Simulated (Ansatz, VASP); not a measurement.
## Two plane-wave programs on PtSe2

The input INCAR:

```
ALGO = Normal
EDIFF = 1E-6
ENCUT = 520
GGA = PE
ISIF = 2
ISMEAR = 0
LASPH = T
LCHARG = F
LREAL = F
LWAVE = F
NBANDS = 18
NELM = 80
PREC = Accurate
SIGMA = 0.15
```

KPOINTS

```
k-points
0
Gamma
  12 12 10
```

File POSCAR:

```
PtSe2
1.0
    3.8357206227      0.0000000000      0.0000000000
   -1.9178603114      3.3218315011      0.0000000000
    0.0000000000      0.0000000000      4.9860700000
Pt Se
1 2
Direct
    0.0000000000      0.0000000000      0.0000000000
    0.3333333333      0.6666666667      0.2500000000
    0.6666666667      0.3333333333      0.7500000000
```

Input for Ansatz:

```yaml
crystal:
  lattice:
    - [3.8357206227, 0.0, 0.0]
    - [-1.9178603114, 3.3218315011, 0.0]
    - [0.0, 0.0, 4.98607]
  atoms:
    - { symbol: Pt, position: [0.0, 0.0, 0.0] }
    - { symbol: Se, position: [0.3333333333, 0.6666666667, 0.25] }
    - { symbol: Se, position: [0.6666666667, 0.3333333333, 0.75] }
basis:
  ecutwfc: 420
kpoints:
  mp_grid: { grid: [12, 12, 10] }
hamiltonian:
  xc: pbe
scf:
  occupations: { method: gaussian, width: 0.15 }
output:
  forces: true
  stress: true
  eigenvalues: true
```

Change from the starting cell: strain +0.030 along x and y, -0.015 along z, atoms carried along.

Alike in both runs: task single point; functional PBE; k mesh 12 × 12 × 10; occupations gaussian, width 0.15 eV; no spin polarisation.

```csv
,VASP,Ansatz
version,VASP 6.6.1,Ansatz 0.2.0
potentials or method,"VASP PAW PBE potentials, release 64 (Pt, Se)","scalar-relativistic, plane waves, PAW"
plane-wave cutoff (eV),520,420
valence electrons in the cell,22,50
```

Ansatz gave:

| Property | Result |
| --- | --- |
| gap on the k mesh at the Fermi level (eV) | none |
| pressure (GPa) | 0.3 |
| largest component of the traceless stress (GPa) | 1.72 |
| rms of the force components (eV/Å) | 0.060 |

What did VASP give for the same quantities?

gap on the k mesh at the Fermi level (eV): none; pressure (GPa): 0.2; largest component of the traceless stress (GPa): 1.71; rms of the force components (eV/Å): 0.062.

Atom by atom the forces differ by 0.001 eV/Å (rms over components). A gap of «none» marks a metal or a gap that the smearing closes. The two sets of potentials don't hold the same shells in valence.

The runs have no spin-orbit coupling, so splittings on Pt are missing.
